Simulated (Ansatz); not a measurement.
# Ti2O: convergence and cost

The task here is to estimate one member of a computed series from the others.

Computed with Ansatz 0.2.0 (DFT r2SCAN, scalar-relativistic, plane waves, PAW, unless a step's input says otherwise).

1 further run of the same task is left out (set aside as unsound or not needed). Runs told in other sessions of the task aren't counted.

## The starting structure

It takes space group P-3m1 (No. 164, trigonal). The conventional cell has a = 2.919 Å, b = 2.919 Å, c = 4.713 Å, α = 90.00°, β = 90.00°, γ = 120.00°. Ti (site symmetry 3m) is surrounded by 3 O at 2.14 Å. O (site symmetry -3m) is surrounded by 6 Ti at 2.14 Å.

Coordinates:

```
CELL_PARAMETERS angstrom
2.91940 0.00000 0.00000
-1.45970 2.52827 0.00000
0.00000 0.00000 4.71300
ATOMIC_POSITIONS crystal
Ti 0.66667 0.33333 0.27874
Ti 0.33333 0.66667 0.72126
O 0.00000 0.00000 0.00000
```

The structure comes from the Crystallography Open Database; it is used as listed.

## The base run, which the others are set against

Contents of input.yaml:

```yaml
crystal:
  lattice:
    - [2.9193980238, 0.0, 0.0]
    - [-1.4596990119, 2.5282728524, 0.0]
    - [0.0, 0.0, 4.713]
  atoms:
    - { symbol: Ti, position: [0.6666666667, 0.3333333333, 0.27874] }
    - { symbol: Ti, position: [0.3333333333, 0.6666666667, 0.72126] }
    - { symbol: O, position: [0.0, 0.0, 0.0] }
basis:
  ecutwfc: 500
kpoints:
  mp_grid: { grid: [18, 18, 10] }
hamiltonian:
  xc: r2scan
scf:
  occupations: { method: gaussian, width: 0.1 }
output:
  forces: true
  stress: true
  eigenvalues: true
  populations: true
```

Its results, from an earlier run: -1860.2015 eV/atom at zero smearing, pressure 9.02 GPa, largest force 1.049 eV/Å, no gap on the mesh, in 8 SCF cycles and 65 s.

Set-up of the first run:

Contents of input.yaml:

```yaml
crystal:
  lattice:
    - [2.9193980238, 0.0, 0.0]
    - [-1.4596990119, 2.5282728524, 0.0]
    - [0.0, 0.0, 4.713]
  atoms:
    - { symbol: Ti, position: [0.6666666667, 0.3333333333, 0.27874] }
    - { symbol: Ti, position: [0.3333333333, 0.6666666667, 0.72126] }
    - { symbol: O, position: [0.0, 0.0, 0.0] }
basis:
  ecutwfc: 500
kpoints:
  mp_grid: { grid: [9, 9, 5] }
hamiltonian:
  xc: r2scan
scf:
  occupations: { method: gaussian, width: 0.01 }
output:
  forces: true
  stress: true
  eigenvalues: true
```

Launch:

```bash
$ ansatz run input.yaml --threads 1 --pin off --max-ram 2560MiB --backend cpu --events-out ev --progress --plain --runs-dir out
```

Among the steps run: Smearing width on a coarse mesh set to Gaussian 0.01 eV; Smearing width on a coarse mesh: Gaussian 0.05 eV; Smearing width on a coarse mesh: Gaussian 0.1 eV; Smearing width on a coarse mesh: Gaussian 0.2 eV; Smearing width on a coarse mesh set to Gaussian 0.4 eV; Level of the exchange-correlation grid: 1; Level of the exchange-correlation grid set to 2; Level of the exchange-correlation grid: 3; Level of the exchange-correlation grid set to 4.

One table of the session follows, with a row left open; its other results are not shown here.

```
level  ΔE (meV/atom)
    1          -0.70
    2              ?
    3           0.00
    4           0.00
```

**Question.** Estimate the row for level = 2.

Worked estimate for «ΔE (meV/atom)». A straight line through the neighbours (1, -0.70) and (3, 0.00) gives -0.70 + (0.00 + 0.70) × (2 − 1) / (3 − 1) = -0.35; a parabola fitted to 3 rows on both sides gives -0.23.

As computed: ΔE (meV/atom): -0.06. In «ΔE (meV/atom)» the line misses by -0.29 and the parabola by -0.17.

Limits of these values: The final runs have no spin polarisation, so a magnetic state may lie lower.
